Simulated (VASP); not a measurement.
# CuO (P6_3mc) in VASP: notebook

One crystal, CuO, is run at these levels: r2SCAN, MS2, r2SCAN+rVV10; tasks: relaxation of cell and atoms, relaxation of the atoms.

Everything below comes from runs of VASP 6.6.1. Logs are shortened: lines on timing, memory, paths and dates and some standing lists are left out, and cuts for length are marked.

### 1 The structure

It takes space group P6_3mc (No. 186, hexagonal). Conventional cell: a = 3.288 Å, b = 3.288 Å, c = 5.385 Å, α = 90.00°, β = 90.00°, γ = 120.00°. Cu (site symmetry 3m) is surrounded by 4 O at 2.01 to 2.02 Å. O (site symmetry 3m) is surrounded by 4 Cu at 2.01 to 2.02 Å.

Measurements of this composition are mostly on another form, of space group No. 15.

### 2 Relaxation of cell and atoms, r2SCAN

File INCAR:

```
PREC     = Accurate       # precision mode
ENCUT    = 600            # plane-wave cutoff, eV
EDIFF    = 1E-6           # SCF threshold, eV
ISMEAR   = 0              # smearing method
SIGMA    = 0.05           # smearing width, eV
LREAL    = False          # projectors in reciprocal space
LASPH    = True           # aspherical terms in the spheres
NELM     = 60             # most SCF steps
ALGO     = Normal         # electronic algorithm
ISIF     = 3              # what is computed and relaxed
LWAVE    = False          # write WAVECAR
LCHARG   = False          # write CHGCAR
METAGGA  = R2SCAN         # meta-GGA
LMIXTAU  = True         
IBRION   = 2              # ionic algorithm
NSW      = 40             # ionic steps
EDIFFG   = -0.005         # ionic threshold
```

File KPOINTS:

```
regular mesh
0
Gamma
  9 9 5
```

File POSCAR:

```
CuO
1.0
    3.2880244300      0.0000000000      0.0000000000
   -1.6440122100      2.8475126800      0.0000000000
    0.0000000000      0.0000000000      5.3850248600
Cu O
2 2
Direct
    0.6666666667      0.3333333333      0.0000000000
    0.3333333333      0.6666666667      0.5000000000
    0.6666666667      0.3333333333      0.6252000000
    0.3333333333      0.6666666667      0.1252000000
```

Potentials or basis: VASP PAW PBE potentials, release 64 (Cu, O).

On the command line:

```sh
> cat potpaw_PBE.64/Cu/POTCAR potpaw_PBE.64/O/POTCAR > POTCAR
> mpirun -np 1 vasp_std > vasp.out
```

OUTCAR:

```text
PREC = Accurate
   ENCUT = 600
   EDIFF = 1E-6
   ISMEAR = 0
   LREAL = False
   LASPH = True
   NELM = 60
   ISIF = 3
   METAGGA = R2SCAN
   IBRION = 2
   NSW = 40
   EDIFFG = -0.005

 ion  position               nearest neighbor table
   1  0.667  0.333  0.000-   4 2.01   4 2.01   4 2.01   3 2.02
   2  0.333  0.667  0.500-   3 2.01   3 2.01   3 2.01   4 2.02
   3  0.667  0.333  0.625-   2 2.01   2 2.01   2 2.01   1 2.02
   4  0.333  0.667  0.125-   1 2.01   1 2.01   1 2.01   2 2.02

  LATTYP: Found a hexagonal cell.
 ALAT       =     3.2880244300
 C/A-ratio  =     1.6377691148

  Lattice vectors:

 A1 = (   3.2880244300,   0.0000000000,   0.0000000000)
 A2 = (  -1.6440122100,   2.8475126800,   0.0000000000)
 A3 = (   0.0000000000,   0.0000000000,   5.3850248600)

Analysis of symmetry for initial positions (statically):
=====================================================================
 Subroutine PRICEL returns:
 Original cell was already a primitive cell.

 Routine SETGRP: Setting up the symmetry group for a
 hexagonal supercell.

 Subroutine GETGRP returns: Found 12 space group operations
 (whereof  6 operations were pure point group operations)
 out of a pool of 24 trial point group operations.

The static configuration has the point symmetry C_3v.
 The point group associated with its full space group is C_6v.

Analysis of symmetry for dynamics (positions and initial velocities):
=====================================================================
 Subroutine PRICEL returns:
 Original cell was already a primitive cell.

 Routine SETGRP: Setting up the symmetry group for a
 hexagonal supercell.

 Subroutine GETGRP returns: Found 12 space group operations
 (whereof  6 operations were pure point group operations)
 out of a pool of 24 trial point group operations.

The dynamic configuration has the point symmetry C_3v.
 The point group associated with its full space group is C_6v.

 Subroutine INISYM returns: Found 12 space group operations
 (whereof  6 operations are pure point group operations),
 and found     1 'primitive' translations

----------------------------------------------------------------------------------------

                                     Primitive cell

  volume of cell :      50.4183

  direct lattice vectors                    reciprocal lattice vectors
     3.288024430  0.000000000  0.000000000     0.304133993  0.175591843  0.000000000
    -1.644012210  2.847512680  0.000000000     0.000000000  0.351183686  0.000000000
     0.000000000  0.000000000  5.385024860     0.000000000  0.000000000  0.185700164

  length of vectors
     3.288024430  3.288024423  5.385024860     0.351183686  0.351183686  0.185700164

  position of ions in fractional coordinates (direct lattice)
     0.666666667  0.333333333  0.000000000
     0.333333333  0.666666667  0.500000000
     0.666666667  0.333333333  0.625200000
     0.333333333  0.666666667  0.125200000

  ion indices of the primitive-cell ions
   primitive index   ion index
                 1           1
                 2           2
                 3           3
                 4           4

----------------------------------------------------------------------------------------

 KPOINTS: regular mesh

Automatic generation of k-mesh.
 Grid dimensions read from file:
 generate k-points for:    9    9    5

 Generating k-lattice:

  Cartesian coordinates                     Fractional coordinates (reciprocal lattice)
     0.033792666  0.019510205  0.000000000     0.111111111 -0.000000000  0.000000000
     0.000000000  0.039020410  0.000000000     0.000000000  0.111111111  0.000000000
     0.000000000  0.000000000  0.037140033     0.000000000  0.000000000  0.200000000

  Length of vectors
     0.039020410  0.039020410  0.037140033

  Shift w.r.t. Gamma in fractional coordinates (k-lattice)
     0.000000000  0.000000000  0.000000000

 Subroutine IBZKPT returns following result:
 ===========================================

 Found     36 irreducible k-points:

 Following reciprocal coordinates:
            Coordinates               Weight
  0.000000  0.000000  0.000000      1.000000
  0.111111  0.000000  0.000000      6.000000
  0.222222  0.000000  0.000000      6.000000
  0.333333  0.000000  0.000000      6.000000
  0.444444  0.000000  0.000000      6.000000
  0.111111  0.111111  0.000000      6.000000
[... 16 lines left out ...]
  0.333333  0.222222  0.200000     24.000000
  0.333333  0.333333  0.200000      4.000000
 [... further k-points ...]
   k-points           NKPTS =     36   k-points in BZ     NKDIM =     36   number of bands    NBANDS=     21
   number of dos      NEDOS =    301   number of ions     NIONS =      4
   total plane-waves  NPLWV =  37632
   dimension x,y,z NGX =    28 NGY =   28 NGZ =   48
   dimension x,y,z NGXF=    56 NGYF=   56 NGZF=   96
   ions per type =               2   2
   NGX,Y,Z   is equivalent  to a cutoff of  14.16, 14.16, 14.82 a.u.
   NGXF,Y,Z  is equivalent  to a cutoff of  28.31, 28.31, 29.64 a.u.
 SYSTEM =  unknown system
   PREC   = accura    normal or accurate (medium, high low for compatibility)
   ISTART =      0    job   : 0-new  1-cont  2-samecut
   ICHARG =      2    charge: 1-file 2-atom 10-const
   ISPIN  =      1    spin polarized calculation?
   LNONCOLLINEAR =      F non collinear calculations
   LSORBIT =      F    spin-orbit coupling
   LASPH  =      T    aspherical Exc in radial PAW
   ENCUT  =  600.0 eV  44.10 Ry    6.64 a.u.   6.57  6.57 10.76*2*pi/ulx,y,z
   NELM   =     60;   NELMIN=  2; NELMDL= -5     # of ELM steps
   EDIFF  = 0.1E-05   stopping-criterion for ELM
   LREAL  =      F    real-space projection
   EDIFFG = -.5E-02   stopping-criterion for IOM
   NSW    =     40    number of steps for IOM
   IBRION =      2    ionic relax: 0-MD 1-quasi-New 2-CG
   NFREE  =      1    steps in history (QN), initial steepest desc. (CG)
   ISIF   =      3    stress and relaxation
   ISYM   =      2    0-nonsym 1-usesym 2-fastsym
   POTIM  = 0.5000    time-step for ionic-motion
   TEBEG  =    0.0;   TEEND  =   0.0 temperature during run
   PSTRESS=    0.0 pullay stress
   NELECT =      34.0000    total number of electrons
   NUPDOWN=      -1.0000    fix difference up-down
   EMIN   =  10.00;   EMAX   =-10.00  energy-range for DOS
   EFERMI =   0.00;   METHOD = LEGACY
   ISMEAR =     0;   SIGMA  =   0.05  broadening in eV -4-tet -1-fermi 0-gaus
   EFERMI_NEDOS =   21; number of points for ismear=-14 and -15
   IALGO  =     38    algorithm
   IMIX   =      4    mixing-type and parameters
     AMIX     =   0.40;   BMIX     =  1.00
     AMIX_MAG =   1.60;   BMIX_MAG =  1.00
  volume/ion in A,a.u.               =      12.60        85.06
  Fermi-wavevector in a.u.,A,eV,Ry     =   1.435616  2.712921 28.041522  2.060994
  Thomas-Fermi vector in A             =   2.554895
   LORBIT       =      0    0 simple, 1 ext, 2 COOP (PROOUT), +10 PAW based schemes
   METAGGA = R2SCAN    functional components
   LHFCALC =     F    Hartree Fock is set to
   AEXX    =    0.0000 exact exchange contribution
   IVDW    =     0    specifies the selected vdW correction
   LEPSILON=     F    determine dielectric tensor
   LRPA    =     F    only Hartree local field effects (RPA)
 conjugate gradient relaxation of ions
 non-spin polarized calculation
 Gauss-broadening in eV      SIGMA  =   0.05
  energy-cutoff  :      600.00
  volume of cell :       50.42
 maximum number of plane-waves:      1713
 NGX is ok and might be reduce to    28
   NGX = 13   NGY = 13   NGZ = 21

--------------------------------------- Ionic step        1  -------------------------------------------

 number of electron      33.9999990 magnetization

 Free energy of the ion-electron system (eV)
  ---------------------------------------------------
  ext. energy  EPLUGINS =         0.00000000
  ---------------------------------------------------
  free energy    TOTEN  =       -35.44673289 eV

  energy without entropy =      -35.43692726  energy(sigma->0) =      -35.44183008

 E-fermi :   2.7743     XC(G=0): -11.2211

 val. band max:        2.7704012092   @ k =   0.1111   0.1111   0.4000
 cond. band min:       2.7797422899   @ k =   0.3333   0.1111   0.2000
 fundamental gap:      0.0093410807
 Fermi energy:         2.7742879136

 k-point     1 :       0.0000    0.0000    0.0000
  band No.  band energies     occupation
      1     -16.5591      2.00000
      2     -16.0432      2.00000
      3      -2.7018      2.00000
      4      -1.6717      2.00000
      5      -1.6716      2.00000
      6      -1.6608      2.00000
[... 565 lines left out ...]
     20      11.2396      0.00000
     21      11.2824      0.00000

 [... further k-points ...]

------------------------ aborting loop because EDIFF is reached ----------------------------------------

  FORCE on cell =-STRESS in cart. coord.  units (eV):
  Direction    XX          YY          ZZ          XY          YZ          ZX
  --------------------------------------------------------------------------------------
  -------------------------------------------------------------------------------------
  Total       -4.6368506     -4.6368506     -4.1845066     -0.0000000      0.0000000      0.0000000
  in kB     -147.3483469   -147.3483464   -132.9739041     -0.0000003      0.0000000      0.0000000
  external PRESSURE =    -142.5568658 kB  Pullay stress =       0.0000000 kB
[... 95 lines left out ...]
  FREE ENERGIE OF THE ION-ELECTRON SYSTEM (eV)
  ---------------------------------------------------
  free  energy   TOTEN  =       -35.7284927818 eV

  energy  without entropy=      -35.7192983143  energy(sigma->0) =      -35.72389555

[... ionic steps 4 to 10 ...]

--------------------------------------- Ionic step       11  -------------------------------------------

 number of electron      34.0000001 magnetization

------------------------ aborting loop because EDIFF is reached ----------------------------------------
[... 71 lines left out ...]
--------------------------------------- Ionic step       13  -------------------------------------------

 number of electron      34.0000003 magnetization

 Free energy of the ion-electron system (eV)
  ---------------------------------------------------
  ext. energy  EPLUGINS =         0.00000000
  ---------------------------------------------------
  free energy    TOTEN  =       -35.75918170 eV

  energy without entropy =      -35.75346431  energy(sigma->0) =      -35.75632300

 E-fermi :   4.2024     XC(G=0): -11.9771

 val. band max:        4.2002833428   @ k =   0.3333   0.0000   0.2000
 cond. band min:       4.2049257363   @ k =   0.2222   0.2222   0.2000
 fundamental gap:      0.0046423934
 Fermi energy:         4.2023629182

 k-point     1 :       0.0000    0.0000    0.0000
  band No.  band energies     occupation
      1     -16.0762      2.00000
      2     -15.4493      2.00000
      3      -2.4473      2.00000
      4      -1.3718      2.00000
      5      -0.8817      2.00000
      6      -0.8816      2.00000
[... 565 lines left out ...]
     20      13.0735      0.00000
     21      13.5554      0.00000

 [... further k-points ...]

------------------------ aborting loop because EDIFF is reached ----------------------------------------

  FORCE on cell =-STRESS in cart. coord.  units (eV):
  Direction    XX          YY          ZZ          XY          YZ          ZX
  --------------------------------------------------------------------------------------
  -------------------------------------------------------------------------------------
  Total        0.0125211      0.0125211      0.0117621      0.0000000      0.0000000      0.0000000
  in kB        0.4516802      0.4516802      0.4243008      0.0000000      0.0000000      0.0000000
  external PRESSURE =       0.4425537 kB  Pullay stress =       0.0000000 kB
[... 19 lines left out ...]
  FREE ENERGIE OF THE ION-ELECTRON SYSTEM (eV)
  ---------------------------------------------------
  free  energy   TOTEN  =       -35.7591817029 eV

  energy  without entropy=      -35.7534643055  energy(sigma->0) =      -35.75632300

 reached required accuracy - stopping structural energy minimisation
```

It took 13 min on 1 thread of Intel Xeon 6975P-C (Granite Rapids), shared host; peak memory 0.24 GiB.

Results:

- Free energy: -35.7592 eV
- Relaxed volume: 11.10 Å³/atom
- Relaxed cell: a = 3.095 Å, b = 3.095 Å, c = 5.354 Å, α = 90.00°, β = 90.00°, γ = 120.00°
- Space group after relaxing (to 0.05 Å): P6_3mc (No. 186)
- Energy gained by relaxing: 78.1 meV/atom
- Ionic steps: 13
- Pressure after relaxing: 0.0 GPa
- Band gap on the k mesh: none (metal or under the smearing width)

The path:
```tsv
step	energy change (eV)	largest force (eV/Å)	pressure (GPa)	volume (Å³)
1	0.0000	0.0550	-14.26	50.42
2	-0.2301	0.1677	8.38	42.67
3	-0.2818	0.1239	0.04	44.75
4	-0.2816	0.1257	0.40	44.64
5	-0.2872	0.1435	0.41	44.62
6	-0.3015	0.1823	0.34	44.53
7	-0.3086	0.0412	-0.12	44.30
8	-0.3108	0.1145	0.03	44.39
9	-0.3068	0.2292	0.08	44.38
10	-0.3124	0.0014	0.05	44.39
11	-0.3124	0.0030	0.02	44.39
12	-0.3124	0.0007	0.05	44.40
13	-0.3124	0.0010	0.04	44.41
```

Final structure:
```xyz
4
Lattice="3.0949 0.0000 0.0000 -1.5475 2.6803 0.0000 0.0000 0.0000 5.3541" Properties=species:S:1:pos:R:3 pbc="T T T"
Cu    1.5475    0.8934    5.3013
Cu    0.0000    1.7869    2.6243
O     1.5475    0.8934    3.4002
O     0.0000    1.7869    0.7231
```

Caveat: the PAW data sets were made with another functional, which shifts forces and pressure a little; the run has no spin polarisation, though such a crystal can be magnetic; semilocal functionals often make such compounds metallic where correlation or magnetic order opens a gap, which also shifts bond lengths. With open d or f shells a metallic result of r2SCAN can be an artefact of self-interaction; +U or a hybrid may open a gap.

### 3 Relaxation of cell and atoms, MS2

File INCAR:

```
SYSTEM = CuO
PREC = Accurate ; ENCUT = 600
EDIFF = 1E-6 ; ISMEAR = 0
SIGMA = 0.05 ; LREAL = .False.
LASPH = .True. ; NELM = 60
ALGO = Normal ; ISIF = 3
LWAVE = .False. ; LCHARG = .False.
METAGGA = MS2 ; LMIXTAU = .True.
IBRION = 2 ; NSW = 40
EDIFFG = -0.01
```

File KPOINTS:

```
Automatic mesh
0
Gamma
  9 9 5
  0 0 0
```

POSCAR is that of step 2.

Potentials or basis: VASP PAW PBE potentials, release 64 (Cu, O).

On the command line:

```sh
> cat potpaw_PBE.64/Cu/POTCAR potpaw_PBE.64/O/POTCAR > POTCAR
> mpirun -np 1 vasp_std > vasp.out
```

Wall time 16 min (1 thread of Intel Xeon 6975P-C (Granite Rapids), shared host); peak memory 0.24 GiB.

It converged, with:

```yaml
Free_energy: -26.9584 eV
Relaxed_volume: 11.04 Å³/atom
Relaxed_cell: a = 3.068 Å, b = 3.068 Å, c = 5.415 Å, α = 90.00°, β = 90.00°, γ = 120.00°
Space_group_after_relaxing_to_0.05_Å: P6_3mc (No. 186)
Energy_gained_by_relaxing: 79.2 meV/atom
Ionic_steps: 14
Pressure_after_relaxing: 0.1 GPa
Band_gap_on_the_k_mesh: none (metal or under the smearing width)
```

Step by step:
```tsv
step	energy change (eV)	largest force (eV/Å)	pressure (GPa)	volume (Å³)
1	0.0000	0.0793	-14.56	50.42
2	-0.2104	0.2011	9.01	42.51
3	-0.2756	0.1267	-0.30	44.88
4	-0.2754	0.1280	0.10	44.77
5	-0.2811	0.1299	0.01	44.76
6	-0.2979	0.1722	-0.57	44.73
7	-0.3159	0.0051	-1.60	44.62
8	-0.3149	0.0705	0.71	43.94
9	-0.3168	0.0234	-0.76	44.38
10	-0.3168	0.0376	-0.35	44.25
11	-0.3169	0.0009	-0.15	44.20
12	-0.3168	0.0159	0.01	44.18
13	-0.3168	0.0004	0.14	44.16
14	-0.3168	0.0012	0.11	44.16
```

Final structure:
```yaml
crystal:
  lattice:
    - [3.06850, 0.00000, 0.00000]
    - [-1.53425, 2.65740, 0.00000]
    - [0.00000, 0.00000, 5.41535]
  atoms:
    - { symbol: Cu, position: [0.66667, 0.33333, 0.98837] }
    - { symbol: Cu, position: [0.33333, 0.66667, 0.48837] }
    - { symbol: O, position: [0.66667, 0.33333, 0.63683] }
    - { symbol: O, position: [0.33333, 0.66667, 0.13683] }
```

Levels at points of the mesh, in eV from the Fermi level:
```csv
k point,band 14,band 15,band 16,band 17,band 18,band 19,band 20,band 21
"(0.00, 0.00, 0.00)",-0.21,-0.21,0.47,0.83,0.83,1.14,6.52,7.74
```

Caveat: the PAW data sets were made with another functional, which shifts forces and pressure a little; the run has no spin polarisation, though such a crystal can be magnetic; semilocal functionals often make such compounds metallic where correlation or magnetic order opens a gap, which also shifts bond lengths.

[end of part 1 of 2]
